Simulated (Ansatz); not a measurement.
Two-dimensional strain map in LiH

Theory: DFT PBE, scalar-relativistic, plane waves, PAW in Ansatz. Settings: plane waves to 420 eV, k-mesh 10×10×10 (Γ-centred), Gaussian smearing 0.05 eV. No spin polarisation. Energies are free energies at this smearing, counted from the undisturbed cell; pressure is positive in compression.

Reference structure (as given, not relaxed at this level; it stands at -1.5 GPa):

```
CELL_PARAMETERS angstrom
0.00000 2.03250 2.03250
2.03250 0.00000 2.03250
2.03250 2.03250 0.00000
ATOMIC_POSITIONS crystal
Li 0.00000 0.00000 0.00000
H 0.50000 0.50000 0.50000
```

The cell is strained by p along both x and y and by q along z, fractional coordinates fixed. Points are written (p, q).

Energy above the undisturbed cell in meV/atom (a dash: not computed):

```
 p \ q  -0.080  -0.040  0.000  0.040  0.080
-0.080    41.1    27.9   23.6   25.6   31.8
-0.040    15.5     4.3    1.8    5.5   13.4
 0.000     9.3     0.3    0.0    5.7   15.4
 0.040    16.8    10.3   12.4   20.3   32.1
 0.080    33.6    30.0   34.6   44.9   59.0
```

Pressure in GPa:

| p \ q | -0.080 | -0.040 | 0.000 | 0.040 | 0.080 |
| --- | --- | --- | --- | --- | --- |
| -0.080 | 10.6 | 8.0 | 6.0 | 4.6 | 3.5 |
| -0.040 | 5.6 | 3.3 | 1.6 | 0.4 | -0.5 |
| 0.000 | 2.0 | 0.0 | -1.5 | -2.5 | -3.3 |
| 0.040 | -0.4 | -2.2 | -3.5 | -4.5 | -5.1 |
| 0.080 | -2.1 | -3.7 | -4.9 | -5.7 | -6.3 |

Gap on the k-mesh in eV:

```
 p \ q  -0.080  -0.040  0.000  0.040  0.080
-0.080    2.79    2.30   1.89   1.54   1.24
-0.040    2.45    2.92   2.48   2.11   1.80
 0.000    2.17    2.60   3.02   2.62   2.29
 0.040    1.95    2.34   2.72   3.08   2.73
 0.080    1.78    2.13   2.48   2.81   3.13
```